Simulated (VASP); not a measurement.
Al, 21 atoms in the cell. The cell holds a slab with vacuum, 21 atoms: a = 8.100 Å, b = 5.728 Å, c = 17.728 Å, α = 90.00°, β = 90.00°, γ = 90.00°. The cell was built by a generator and needn't be a form met in nature.

* Program: VASP 6.6.1
* Task: single point
* Functional: PBE
* Potentials or basis: VASP PAW PBE potentials, release 64 (Al)
* Cutoff: 520 eV
* k mesh: 2 × 3 × 1
* Occupations: gaussian, width 0.05 eV
* Spin: no spin polarisation
* Dipole correction: no
* Further INCAR settings: LREAL = Auto; ALGO = Fast; EDIFF = 1e-06; NBANDS = 48

Potentials or basis: VASP PAW PBE potentials, release 64 (Al).

The run is started by

```sh
$ cat potpaw_PBE.64/Al/POTCAR > POTCAR
$ mpirun -np 1 vasp_std > vasp.out
```

Hardware: 1 thread of Intel(R) Xeon(R) Platinum 8488C (Sapphire Rapids), with other jobs on the host.

Task: Estimate the wall time of this run.

Result: It took 7.2 min on 1 thread of Intel(R) Xeon(R) Platinum 8488C (Sapphire Rapids) (shared host), peak memory 0.77 GiB. Counts: scf iterations 21, k points 4.
